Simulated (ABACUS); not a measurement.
Sn:

```
CELL_PARAMETERS angstrom
-1.72654 1.77555 2.33834
1.72654 -1.77555 2.33834
1.72654 1.77555 -2.33834
ATOMIC_POSITIONS crystal
Sn 0.00000 0.00000 0.00000
```

This isn't the form of Sn at room conditions, which is tetragonal (white tin).

- Program: ABACUS 3.10.1
- Task: single point
- Functional: PBE
- Potentials or basis: PseudoDojo NC SR 0.4.1 PBE standard
- Cutoff: 993 eV
- Density cutoff: 3973 eV
- Basis: plane waves
- k mesh: 11 × 11 × 11
- Occupations: fermi-dirac, width 0.05 eV
- Spin: no spin polarisation

On this cell: pressure -1.0 GPa; band gap on the k mesh none (metal or under the smearing width).

The same run follows on a disturbed copy (cell strained at random at fixed volume):

```xyz
1
Lattice="-1.6658 1.7656 2.2958 1.7444 -1.7991 2.3793 1.6824 1.8152 -2.3212" Properties=species:S:1:pos:R:3 pbc="T T T"
Sn   -0.0176    0.0062   -0.0314
```

Q: What does the disturbed cell give?

A: The energy (extrapolated to zero smearing) moves by +5.2 meV/atom; pressure -0.9 GPa; band gap on the k mesh none (metal or under the smearing width).

Stress tensor (GPa, compression positive):
```
-0.08 -0.02 -0.62
-0.02 -1.93  0.18
-0.62  0.18 -0.82
```
